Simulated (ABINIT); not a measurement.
Input of an ABINIT 10.8.3 (patched build) run:

run.abi

```
pp_dirpath "./"
pseudos "Al.upf, N.upf"

acell 3*1.0 Angstrom
rprim
     0.0000000000     2.0345180000     2.0345180000
     2.0345180000     0.0000000000     2.0345180000
     2.0345180000     2.0345180000     0.0000000000
ntypat 2
znucl 13 7
natom 2
typat 1 2
xred
     0.5000000000     0.5000000000     0.5000000000
     0.0000000000     0.0000000000     0.0000000000

ecut 35.0

kptopt 1
ngkpt 8 8 8
nshiftk 1
shiftk 0.0 0.0 0.0

ixc -428

nband 6
occopt 1

nstep 60
diemac 6.0
toldfe 1.0e-7

iomode 3
prtwf 0
prteig 0
prtebands 0
enunit 1
prtden 1
prtvha 1
prtvclmb 1
prtpot 1
prtelf 1
```

Potentials or basis: PseudoDojo NC SR PBE v0.4.1 standard.

Launch:

```console
$ mpirun --bind-to none -np 8 abinit run.abi > log 2>&1
```

**Question.** Predict the band gap on the k mesh.

**Answer.** 5.82 eV, indirect (least direct gap 6.89 eV).

**Question.** Estimate the pressure.

**Answer.** -7.1 GPa.

Caveat: Libxc's HSE differs a little from that of other programs; the potentials were made for another functional, which shifts forces and pressure. A k mesh can miss the band edges.
